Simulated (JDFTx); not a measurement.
# BN (F-43m) in JDFTx: equation of state

Aim: energy against volume of BN in PBE, for its equilibrium volume and stiffness.

Everything below comes from runs of JDFTx 1.7.0 (patched build). Logs are shortened: lines on timing, memory, paths and dates and some standing lists are left out, and cuts for length are marked. The log counts tension as positive stress, the text compression.

**Measured values to compare with.**

“Effect of nanostructuration on compressibility of cubic BN”, 2012, arxiv:1208.3664 quotes, for a bulk crystal of BN at 300 K: bulk modulus 395 ± 2 GPa.

The runs below are set against these values where they give the same quantity.

**1. The structure**

The structure is cubic, space group F-43m (No. 216). Conventional cell: a = 3.626 Å, b = 3.626 Å, c = 3.626 Å, α = 90.00°, β = 90.00°, γ = 90.00°. Around N (site symmetry -43m) lie 4 B at 1.57 Å. B (site symmetry -43m) is surrounded by 4 N at 1.57 Å.

The cell is a database's computed one.

**2. Equation of state, PBE, 5.60 Å³/atom (volume scaled by 0.94)**

Input file BN.in:

```
lattice \
    0.0000000000     3.3561358239     3.3561358239 \
    3.3561358239     0.0000000000     3.3561358239 \
    3.3561358239     3.3561358239     0.0000000000
coords-type Lattice
ion N      0.2500000000     0.2500000000     0.2500000000 1
ion B      0.0000000000     0.0000000000     0.0000000000 1

ion-species pseudo/N.upf
ion-species pseudo/B.upf
elec-cutoff 42
elec-ex-corr gga-PBE
kpoint-folding 13 13 13
elec-smearing Fermi 0.0018374661
elec-n-bands 9
electronic-SCF nIterations 100 energyDiffThreshold 1e-08
electronic-minimize nIterations 30 energyDiffThreshold 1e-7
forces-output-coords Cartesian

dump-name run.$VAR
dump End Ecomponents EigStats BandEigs Kpoints Forces Stress ElecDensity Dtot KEdensity
```

Potentials or basis: PseudoDojo-SR-PBE-0.5-standard.

The run is started by

```sh
jdftx -c 1 -i BN.in -o BN.out
```

The program printed:

```text
*************** JDFTx 1.7.0 (patched build) ***************

Input parsed successfully to the following command list (including defaults):
[... the input with its defaults ...]

---------- Setting up symmetries ----------

Found 48 point-group symmetries of the bravais lattice
Found 24 space-group symmetries with basis
Applied RMS atom displacement 0 bohrs to make symmetries exact.

---------- Initializing the Grid ----------
R =
[            0      3.35614      3.35614  ]
[      3.35614            0      3.35614  ]
[      3.35614      3.35614            0  ]
unit cell volume = 75.6047
G =
[  -0.936074   0.936074   0.936074  ]
[   0.936074  -0.936074   0.936074  ]
[   0.936074   0.936074  -0.936074  ]
Minimum fftbox size, Smin = [  28  28  28  ]
Chosen fftbox size, S = [  28  28  28  ]

---------- Exchange Correlation functional ----------
Initalized PBE GGA exchange.
Initalized PBE GGA correlation.

---------- Setting up pseudopotentials ----------
Width of ionic core gaussian charges (only for fluid interactions / plotting) set to 0

Reading pseudopotential file 'pseudo/N.upf':
  'N' pseudopotential, 'PBE' functional
  Generated using ONCVPSP code by D. R. Hamann
  5 valence electrons, 2 orbitals, 4 projectors, 1001 radial grid points, with lMax = 1
    2S    l: 0   occupation:  2.0   eigenvalue: -0.682907
    2P    l: 1   occupation:  3.0   eigenvalue: -0.260548
  Core radius for overlap checks: 1.31 bohrs.

Reading pseudopotential file 'pseudo/B.upf':
  'B' pseudopotential, 'PBE' functional
  Generated using ONCVPSP code by D. R. Hamann
  3 valence electrons, 2 orbitals, 4 projectors, 1001 radial grid points, with lMax = 1
    2S    l: 0   occupation:  2.0   eigenvalue: -0.347027
    2P    l: 1   occupation:  1.0   eigenvalue: -0.132548
  Core radius for overlap checks: 1.18 bohrs.

Initialized 2 species with 2 total atoms.

Folded 1 k-points by 13x13x13 to 2197 k-points.

---------- Setting up k-points, bands, fillings ----------
Adding inversion symmetry to k-mesh for non-inversion-symmetric unit cell.
Reduced to 84 k-points under symmetry.
Computing the number of bands and number of electrons
Calculating initial fillings.
nElectrons:   8.000000   nBands: 9   nStates: 84

----- Setting up reduced wavefunction bases (one per k-point) -----
average nbasis = 982.718 , ideal nbasis = 982.916

---------- Setting up ewald sum ----------
Optimum gaussian width for ewald sums = 1.524299 bohr.
Real space sum over 1331 unit cells with max indices [  5  5  5  ]
Reciprocal space sum over 2197 terms with max indices [  6  6  6  ]

---------- Allocating electronic variables ----------
Initializing wave functions:  linear combination of atomic orbitals
Note: number of bands (9) exceeds available atomic orbitals (8)
N pseudo-atom occupations:   s ( 2 )  p ( 3 )
B pseudo-atom occupations:   s ( 2 )  p ( 1 )
	FillingsUpdate:  mu: +0.664928904  nElectrons: 8.000000
LCAOMinimize: Iter:   0  F: -12.8270004036171166  |grad|_K:  4.459e-03  alpha:  1.000e+00
	FillingsUpdate:  mu: +0.652533446  nElectrons: 8.000000
LCAOMinimize: Iter:   1  F: -12.8571489937573666  |grad|_K:  2.269e-04  alpha:  4.229e-01  linmin: -4.943e-01  cgtest:  6.687e-01
LCAOMinimize: Encountered beta<0, resetting CG.
[... 6 lines of inner loops ...]
LCAOMinimize: Iter:   4  F: -12.8572877923339082  |grad|_K:  3.038e-07  alpha:  6.268e-01  linmin:  1.761e-05  cgtest: -5.698e-05
	FillingsUpdate:  mu: +0.651681018  nElectrons: 8.000000
LCAOMinimize: Iter:   5  F: -12.8572877925480960  |grad|_K:  6.429e-09  alpha:  6.826e-01  linmin:  1.343e-03  cgtest: -2.952e-03
LCAOMinimize: Converged (|Delta F|<1.000000e-06 for 2 iters).

-------- Electronic minimization -----------
Will mix electronic density at each iteration.
	FillingsUpdate:  mu: +0.651681018  nElectrons: 8.000000
	FillingsUpdate:  mu: +0.560734446  nElectrons: 8.000000
SCF: Cycle:  0   F: -12.907882442944185   dF: -5.059e-02   |Residual|: 5.047e-02   |deigs|: 2.384e-01
	FillingsUpdate:  mu: +0.562650549  nElectrons: 8.000000
SCF: Cycle:  1   F: -12.908210417341781   dF: -3.280e-04   |Residual|: 2.586e-02   |deigs|: 1.139e-02
	FillingsUpdate:  mu: +0.565263622  nElectrons: 8.000000
SCF: Cycle:  2   F: -12.908263579527326   dF: -5.316e-05   |Residual|: 2.255e-03   |deigs|: 4.379e-03
	FillingsUpdate:  mu: +0.565547244  nElectrons: 8.000000
SCF: Cycle:  3   F: -12.908264626187075   dF: -1.047e-06   |Residual|: 1.065e-03   |deigs|: 4.384e-04
	FillingsUpdate:  mu: +0.565739287  nElectrons: 8.000000
SCF: Cycle:  4   F: -12.908264846451498   dF: -2.203e-07   |Residual|: 1.009e-04   |deigs|: 1.804e-04
	FillingsUpdate:  mu: +0.565745279  nElectrons: 8.000000
SCF: Cycle:  5   F: -12.908264860635599   dF: -1.418e-08   |Residual|: 3.213e-05   |deigs|: 8.943e-05
	FillingsUpdate:  mu: +0.565751891  nElectrons: 8.000000
SCF: Cycle:  6   F: -12.908264864033757   dF: -3.398e-09   |Residual|: 6.878e-06   |deigs|: 1.273e-04
	FillingsUpdate:  mu: +0.565753099  nElectrons: 8.000000
SCF: Cycle:  7   F: -12.908264864709730   dF: -6.760e-10   |Residual|: 3.137e-06   |deigs|: 5.349e-05
SCF: Converged (|Delta E|<1.000000e-08 for 2 iters).

Setting wave functions to eigenvectors of Hamiltonian

# Stress tensor in Cartesian coordinates [Eh/a0^3]:
[ -0.000841045            0            0  ]
[            0 -0.000841045            0  ]
[            0            0 -0.000841045  ]

# Ionic positions in lattice coordinates:
ion N   0.250000000000000   0.250000000000000   0.250000000000000 1
ion B   0.000000000000000   0.000000000000000   0.000000000000000 1

# Forces in Cartesian coordinates:
force N  -0.000000000000000   0.000000000000000  -0.000000000000000 1
force B   0.000000000000000  -0.000000000000000  -0.000000000000000 1

# Energy components:
   Eewald =      -13.4040604330791133
       EH =        1.7427502573756142
     Eloc =       -5.7998942414181496
      Enl =       -1.0972221339936814
      Exc =       -4.4125939401340650
 Exc_core =        0.4926725521174068
       KE =        9.5700830744222607
-------------------------------------
     Etot =      -12.9082648647097287
       TS =        0.0000000000000013
-------------------------------------
        F =      -12.9082648647097304

IonicMinimize: Iter:   0  F: -12.908264864709730  |grad|_K:        nan
IonicMinimize: None of the convergence criteria satisfied after 0 iterations.

#--- Lowdin population analysis ---
# oxidation-state N -0.324
# oxidation-state B +0.351

Dumping 'run.eigStats' ...
	eMin: -0.323450 at state 0 ( [ +0.000000 +0.000000 +0.000000 ] spin 0 )
	HOMO: +0.441704 at state 0 ( [ +0.000000 +0.000000 +0.000000 ] spin 0 )
	mu  : +0.565753
	LUMO: +0.613597 at state 47 ( [ +0.000000 +0.461538 +0.461538 ] spin 0 )
	eMax: +1.388239 at state 0 ( [ +0.000000 +0.000000 +0.000000 ] spin 0 )
	HOMO-LUMO gap: +0.171893
	Optical gap  : +0.335733 at state 0 ( [ +0.000000 +0.000000 +0.000000 ] spin 0 )
Done!
[note: mu as printed may lie anywhere between the filled and the empty levels]
```

Wall time 23 s (1 thread of Arm Neoverse V1, shared host); peak memory 0.06 GiB.

Results:

| Property | Result |
| --- | --- |
| Free energy | -351.2518 eV |
| Pressure | 24.7 GPa |
| Band gap on the k mesh | 4.68 eV, indirect (least direct gap 9.14 eV) |
| Loewdin charges | N -0.32; B +0.35 e |

Caveat: the empty levels aren't tightly converged; an odd mesh through Γ misses points on the zone boundary, where band edges often lie.

**3. Equation of state, PBE, 5.72 Å³/atom (volume scaled by 0.96)**

Input file BN.in:

```
lattice \
    0.0000000000     3.3797713619     3.3797713619 \
    3.3797713619     0.0000000000     3.3797713619 \
    3.3797713619     3.3797713619     0.0000000000
coords-type Lattice
ion N      0.2500000000     0.2500000000     0.2500000000 1
ion B      0.0000000000     0.0000000000     0.0000000000 1

ion-species pseudo/N.upf
ion-species pseudo/B.upf
elec-cutoff 42
elec-ex-corr gga-PBE
kpoint-folding 13 13 13
elec-smearing Fermi 0.0018374661
elec-n-bands 9
electronic-SCF nIterations 100 energyDiffThreshold 1e-08
electronic-minimize nIterations 30 energyDiffThreshold 1e-7
forces-output-coords Cartesian

dump-name run.$VAR
dump End Ecomponents EigStats BandEigs Kpoints Forces Stress
```

Potentials or basis: PseudoDojo-SR-PBE-0.5-standard.

The run is started by

```sh
jdftx -c 1 -i BN.in -o BN.out
```

Run time: 23 s. Hardware: 1 thread of Arm Neoverse V1, shared host; peak memory 0.06 GiB.

Results (log left out):

```yaml
Free_energy: -351.2816 eV
Pressure: 15.4 GPa
Band_gap_on_the_k_mesh: 4.65 eV, indirect (least direct gap 9.03 eV)
Loewdin_charges: N -0.33; B +0.35 e
```

Caveat: the empty levels aren't tightly converged; an odd mesh through Γ misses points on the zone boundary, where band edges often lie.

**4. Equation of state, PBE, 5.84 Å³/atom (volume scaled by 0.98)**

Changes to BN.in since step 3:

```diff
@@ -1,5 +1,5 @@
 lattice \
-    0.0000000000     3.3797713619     3.3797713619 \
-    3.3797713619     0.0000000000     3.3797713619 \
-    3.3797713619     3.3797713619     0.0000000000
+    0.0000000000     3.4030808665     3.4030808665 \
+    3.4030808665     0.0000000000     3.4030808665 \
+    3.4030808665     3.4030808665     0.0000000000
 coords-type Lattice
```

Potentials or basis: PseudoDojo-SR-PBE-0.5-standard.

The run is started by

```sh
jdftx -c 1 -i BN.in -o BN.out
```

The program printed:

```text
*************** JDFTx 1.7.0 (patched build) ***************

Input parsed successfully to the following command list (including defaults):
[... the input with its defaults ...]

---------- Setting up symmetries ----------

Found 48 point-group symmetries of the bravais lattice
Found 24 space-group symmetries with basis
Applied RMS atom displacement 0 bohrs to make symmetries exact.

---------- Initializing the Grid ----------
R =
[            0      3.40308      3.40308  ]
[      3.40308            0      3.40308  ]
[      3.40308      3.40308            0  ]
unit cell volume = 78.8219
G =
[  -0.923161   0.923161   0.923161  ]
[   0.923161  -0.923161   0.923161  ]
[   0.923161   0.923161  -0.923161  ]
Minimum fftbox size, Smin = [  32  32  32  ]
Chosen fftbox size, S = [  32  32  32  ]

---------- Exchange Correlation functional ----------
Initalized PBE GGA exchange.
Initalized PBE GGA correlation.

---------- Setting up pseudopotentials ----------
Width of ionic core gaussian charges (only for fluid interactions / plotting) set to 0

Reading pseudopotential file 'pseudo/N.upf':
  'N' pseudopotential, 'PBE' functional
  Generated using ONCVPSP code by D. R. Hamann
  5 valence electrons, 2 orbitals, 4 projectors, 1001 radial grid points, with lMax = 1
    2S    l: 0   occupation:  2.0   eigenvalue: -0.682907
    2P    l: 1   occupation:  3.0   eigenvalue: -0.260548
  Core radius for overlap checks: 1.31 bohrs.

Reading pseudopotential file 'pseudo/B.upf':
  'B' pseudopotential, 'PBE' functional
[... 48 lines left out ...]
	FillingsUpdate:  mu: +0.538054438  nElectrons: 8.000000
SCF: Cycle:  2   F: -12.909965537863087   dF: -5.110e-05   |Residual|: 2.279e-03   |deigs|: 4.376e-03
	FillingsUpdate:  mu: +0.538355830  nElectrons: 8.000000
SCF: Cycle:  3   F: -12.909966502424432   dF: -9.646e-07   |Residual|: 1.078e-03   |deigs|: 4.964e-04
	FillingsUpdate:  mu: +0.538558499  nElectrons: 8.000000
SCF: Cycle:  4   F: -12.909966735069480   dF: -2.326e-07   |Residual|: 9.514e-05   |deigs|: 2.553e-04
	FillingsUpdate:  mu: +0.538566420  nElectrons: 8.000000
SCF: Cycle:  5   F: -12.909966748949316   dF: -1.388e-08   |Residual|: 3.222e-05   |deigs|: 8.579e-05
	FillingsUpdate:  mu: +0.538573365  nElectrons: 8.000000
SCF: Cycle:  6   F: -12.909966752416819   dF: -3.468e-09   |Residual|: 6.124e-06   |deigs|: 7.294e-05
	FillingsUpdate:  mu: +0.538574563  nElectrons: 8.000000
SCF: Cycle:  7   F: -12.909966752943049   dF: -5.262e-10   |Residual|: 3.354e-06   |deigs|: 1.688e-04
SCF: Converged (|Delta E|<1.000000e-08 for 2 iters).

Setting wave functions to eigenvectors of Hamiltonian

# Stress tensor in Cartesian coordinates [Eh/a0^3]:
[ -0.000235507            0            0  ]
[            0 -0.000235507            0  ]
[            0            0 -0.000235507  ]

# Ionic positions in lattice coordinates:
ion N   0.250000000000000   0.250000000000000   0.250000000000000 1
ion B   0.000000000000000   0.000000000000000   0.000000000000000 1

# Forces in Cartesian coordinates:
force N  -0.000000000000000  -0.000000000000000   0.000000000000000 1
force B   0.000000000000000  -0.000000000000000   0.000000000000000 1

# Energy components:
   Eewald =      -13.2191532231923645
       EH =        1.7815229144957736
     Eloc =       -5.9562762515057353
      Enl =       -1.0739374118310310
      Exc =       -4.3805067947344289
 Exc_core =        0.4926725797467840
       KE =        9.4457114340779551
-------------------------------------
     Etot =      -12.9099667529430473
       TS =        0.0000000000000013
-------------------------------------
        F =      -12.9099667529430491

IonicMinimize: Iter:   0  F: -12.909966752943049  |grad|_K:        nan
IonicMinimize: None of the convergence criteria satisfied after 0 iterations.

#--- Lowdin population analysis ---
# oxidation-state N -0.326
# oxidation-state B +0.353

Dumping 'run.eigStats' ...
	eMin: -0.330831 at state 0 ( [ +0.000000 +0.000000 +0.000000 ] spin 0 )
	HOMO: +0.416533 at state 0 ( [ +0.000000 +0.000000 +0.000000 ] spin 0 )
	mu  : +0.538575
	LUMO: +0.586418 at state 47 ( [ +0.000000 +0.461538 +0.461538 ] spin 0 )
	eMax: +1.333586 at state 0 ( [ +0.000000 +0.000000 +0.000000 ] spin 0 )
	HOMO-LUMO gap: +0.169886
	Optical gap  : +0.328217 at state 0 ( [ +0.000000 +0.000000 +0.000000 ] spin 0 )
Done!
[note: mu as printed may lie anywhere between the filled and the empty levels]
```

Run time: 21 s. Hardware: 1 thread of Arm Neoverse V1, shared host; peak memory 0.06 GiB.

Results:

- Free energy: -351.2981 eV
- Pressure: 6.9 GPa
- Band gap on the k mesh: 4.62 eV, indirect (least direct gap 8.93 eV)
- Loewdin charges: N -0.33; B +0.35 e

Caveat: the empty levels aren't tightly converged; an odd mesh through Γ misses points on the zone boundary, where band edges often lie.

**5. Equation of state, PBE, 5.96 Å³/atom**

Changes to BN.in since step 4:

```diff
@@ -1,5 +1,5 @@
 lattice \
-    0.0000000000     3.4030808665     3.4030808665 \
-    3.4030808665     0.0000000000     3.4030808665 \
-    3.4030808665     3.4030808665     0.0000000000
+    0.0000000000     3.4260753537     3.4260753537 \
+    3.4260753537     0.0000000000     3.4260753537 \
+    3.4260753537     3.4260753537     0.0000000000
 coords-type Lattice
```

The run is started by

```sh
jdftx -c 1 -i BN.in -o BN.out
```

Run time: 21 s. Hardware: 1 thread of Arm Neoverse V1, shared host; peak memory 0.07 GiB.

It converged, with:

```yaml
Free_energy: -351.3026 eV
Pressure: -0.8 GPa
Band_gap_on_the_k_mesh: 4.60 eV, indirect (least direct gap 8.83 eV)
Loewdin_charges: N -0.33; B +0.35 e
```

Caveat: the empty levels aren't tightly converged; an odd mesh through Γ misses points on the zone boundary, where band edges often lie.

**6. Equation of state, PBE, 6.08 Å³/atom (volume scaled by 1.02)**

Changes to BN.in since step 5:

```diff
@@ -1,5 +1,5 @@
 lattice \
-    0.0000000000     3.4260753537     3.4260753537 \
-    3.4260753537     0.0000000000     3.4260753537 \
-    3.4260753537     3.4260753537     0.0000000000
+    0.0000000000     3.4487652558     3.4487652558 \
+    3.4487652558     0.0000000000     3.4487652558 \
+    3.4487652558     3.4487652558     0.0000000000
 coords-type Lattice
```

Potentials or basis: PseudoDojo-SR-PBE-0.5-standard.

The run is started by

```sh
jdftx -c 1 -i BN.in -o BN.out
```

Run time: 21 s. Hardware: 1 thread of Arm Neoverse V1, shared host; peak memory 0.07 GiB.

Results (log left out):

```yaml
Free_energy: -351.2961 eV
Pressure: -7.8 GPa
Band_gap_on_the_k_mesh: 4.57 eV, indirect (least direct gap 8.74 eV)
Loewdin_charges: N -0.33; B +0.35 e
```

Caveat: the empty levels aren't tightly converged; an odd mesh through Γ misses points on the zone boundary, where band edges often lie.

**7. Equation of state, PBE, 6.20 Å³/atom (volume scaled by 1.04)**

Changes to BN.in since step 6:

```diff
@@ -1,5 +1,5 @@
 lattice \
-    0.0000000000     3.4487652558     3.4487652558 \
-    3.4487652558     0.0000000000     3.4487652558 \
-    3.4487652558     3.4487652558     0.0000000000
+    0.0000000000     3.4711604628     3.4711604628 \
+    3.4711604628     0.0000000000     3.4711604628 \
+    3.4711604628     3.4711604628     0.0000000000
 coords-type Lattice
```

The run is started by

```sh
jdftx -c 1 -i BN.in -o BN.out
```

It took 22 s on 1 thread of Arm Neoverse V1, shared host; peak memory 0.07 GiB.

The run converged. Its results:

```
Free energy            : -351.2796 eV
Pressure               : -14.2 GPa
Band gap on the k mesh : 4.54 eV, indirect (least direct gap 8.64 eV)
Loewdin charges        : N -0.33; B +0.35 e
```

Caveat: the empty levels aren't tightly converged; an odd mesh through Γ misses points on the zone boundary, where band edges often lie.

**8. Equation of state, PBE, 6.32 Å³/atom (volume scaled by 1.06)**

Changes to BN.in since step 7:

```diff
@@ -1,5 +1,5 @@
 lattice \
-    0.0000000000     3.4711604628     3.4711604628 \
-    3.4711604628     0.0000000000     3.4711604628 \
-    3.4711604628     3.4711604628     0.0000000000
+    0.0000000000     3.4932703613     3.4932703613 \
+    3.4932703613     0.0000000000     3.4932703613 \
+    3.4932703613     3.4932703613     0.0000000000
 coords-type Lattice
```

The run is started by

```sh
jdftx -c 1 -i BN.in -o BN.out
```

Run time: 22 s. Hardware: 1 thread of Arm Neoverse V1, shared host; peak memory 0.07 GiB.

The run converged. Its results:

| Item | Value |
| --- | --- |
| Free energy | -351.2541 eV |
| Pressure | -20.1 GPa |
| Band gap on the k mesh | 4.52 eV, indirect (least direct gap 8.55 eV) |
| Loewdin charges | N -0.33; B +0.36 e |

Caveat: the empty levels aren't tightly converged; an odd mesh through Γ misses points on the zone boundary, where band edges often lie.

**9. Equation of state, PBE**

Potentials or basis: PseudoDojo-SR-PBE-0.5-standard.

No new run: the results of the series are fitted here.

What came out:

| Quantity | Value |
| --- | --- |
| Equilibrium volume | 5.95 Å³/atom |
| Bulk modulus | 371 GPa |
| Pressure derivative of the bulk modulus | 3.7 |

Energy against volume, from the lowest point:
```csv
volume (Å³/atom),energy (meV/atom)
5.602,25.40
5.721,10.51
5.840,2.24
5.959,0.00
6.078,3.24
6.198,11.48
6.317,24.26
```

Caveat: the empty levels aren't tightly converged.

**10. Against experiment**

Step 9. Against the measured bulk modulus of BN, 395 GPa (300 K; quoted in “Effect of nanostructuration on compressibility of cubic BN”, 2012, arxiv:1208.3664), the calculated 371 GPa is off by -6.0 %. The fit is for a static lattice scaled at fixed shape and fixed fractional positions.
